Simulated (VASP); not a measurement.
BaTiO3:

```
Ba Ti O
1.0
     4.00600    0.00000    0.00000
     0.00000    4.00600    0.00000
     0.00000    0.00000    4.00600
Ba Ti O
1 1 3
Direct
  0.50000 0.50000 0.50000
  0.00000 0.00000 0.00000
  0.00000 0.00000 0.50000
  0.00000 0.50000 0.00000
  0.50000 0.00000 0.00000
```

Base run:

| Quantity | Value |
| --- | --- |
| Program | VASP 6.6.1 |
| Functional | PBE |
| Potentials or basis | VASP PAW PBE potentials, release 64 (Ba_sv, Ti_sv, O) |
| Cutoff | 520 eV |
| k mesh | 7 × 7 × 7 |
| Occupations | fermi-dirac, width 0.05 eV |
| Spin | no spin polarisation |

Its results: band gap on the k mesh 1.80 eV, indirect (least direct gap 1.89 eV); pressure 3.4 GPa.

The run is repeated on the same cell with these changes: functional from PBE to PBEsol. What comes out?

Band gap on the k mesh 1.76 eV, indirect (least direct gap 1.84 eV); pressure -2.8 GPa.

PBEsol binds more tightly than PBE, so the same cell stands under less pressure.

Caveats: spin-orbit coupling is left out, which moves the levels of the heavy elements; an odd mesh through Γ misses points on the zone boundary, where band edges often lie; the PAW data sets were made with another functional, which shifts forces and pressure a little (some runs).

Not every run made on this cell is shown here.
